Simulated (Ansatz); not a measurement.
# Potassium, fcc under PBE: ground state and equation of state

What does PBE give for potassium in the fcc structure? We relax it, solve it on a dense k-mesh, switch on spin-orbit coupling, then scale the cell to 7 volumes from 88 to 112 % of the relaxed one and try a fit of the equation of state. The k-meshes are 8×8×8 for the relaxation; 13×13×13 for the dense run; 8×8×8 for spin-orbit coupling; 9×9×9 for the volumes.

This is K in the fcc structure; at room conditions it is bcc.

Method: DFT PBE, plane waves (420 eV) with PAW, scalar-relativistic, in Ansatz 0.2.0.

## 1. The starting structure

Symmetry: Fm-3m, No. 225, cubic system. Conventional cell: a = 6.583 Å, b = 6.583 Å, c = 6.583 Å, α = 90.00°, β = 90.00°, γ = 90.00°.

As a file:

```cif
data_structure
_symmetry_space_group_name_H-M 'P 1'
_symmetry_Int_Tables_number 1
_cell_length_a 4.6549
_cell_length_b 4.6549
_cell_length_c 4.6549
_cell_angle_alpha 60.000
_cell_angle_beta 60.000
_cell_angle_gamma 60.000
_cell_volume 71.32
loop_
_atom_site_label
_atom_site_type_symbol
_atom_site_fract_x
_atom_site_fract_y
_atom_site_fract_z
_atom_site_occupancy
K1 K 0.00000 0.00000 0.00000 1
```

## 2. Relaxation of the cell

File input.yaml:

```yaml
crystal:
  lattice:
    - [0.0, 3.2915437429, 3.2915437429]
    - [3.2915437429, 0.0, 3.2915437429]
    - [3.2915437429, 3.2915437429, 0.0]
  atoms:
    - { symbol: K, position: [0.0, 0.0, 0.0] }
hamiltonian:
  xc: pbe
  pseudopotentials:
    kind: paw
    azcp:
      K: "pseudopotentials/K.paw.azcp"
basis:
  ecutwfc: 420
  fft_grid_basis: typed
kpoints:
  mp_grid: { grid: [8, 8, 8], shift: [0, 0, 0] }
magnetization:
  spin_polarized: false
scf:
  occupations: { method: fermi_dirac, width: 0.1 }
relax:
  max_steps: 60
  f_tol: 0.01
  cell: {}
output:
  write_density: true
  write_potential: true
  elf: true
  volumetric_format: npy
```

On the command line:

```bash
ansatz run input.yaml --threads 1 --pin off --max-ram 3584MiB --backend cpu --events-out ev --progress --plain --runs-dir out
```

Further steps of the session: The energy on a finer k-mesh; Spin-orbit coupling switched on; The cell scaled to 88 % of its volume; The cell scaled to 92 % of its volume; The cell scaled to 96 % of its volume; The cell scaled to 100 % of its volume; The cell scaled to 104 % of its volume; The cell scaled to 108 % of its volume; The cell scaled to 112 % of its volume.

Q: Predict the outcome of this session. Wanted: space group; conventional cell; volume; shortest distance; gap on the mesh; relative to bcc; V₀, B₀, B₀′.

As calculated:

| quantity | value |
| --- | --- |
| space group (spins left aside) | Fm-3m (No. 225) |
| conventional cell | a = 6.668 Å |
| volume | 74.129 Å³/atom |
| shortest distance | 4.715 Å |
| gap on the mesh | none (levels filled in part) |
| relative to bcc | +1 meV/atom |
| V₀, B₀, B₀′ | 73.868 Å³/atom, 3.6 GPa, 3.7 |

**Reading.** The relaxation enlarged the cell by 3.9 % in volume. It lies 1 meV/atom above the element's reference form at the same level (bcc, from a run of its own), within what mesh and smearing can decide. No gap shows: it is a metal or semimetal at this level. The total energy of the spin-orbit run (on a coarser mesh) lies -23 meV/atom from the scalar one; mesh and treatment of the core enter this figure, so it is no spin-orbit energy. The fitted modulus is 3.6 GPa, a soft solid. Relaxation kept the symmetry; phonons were not checked.
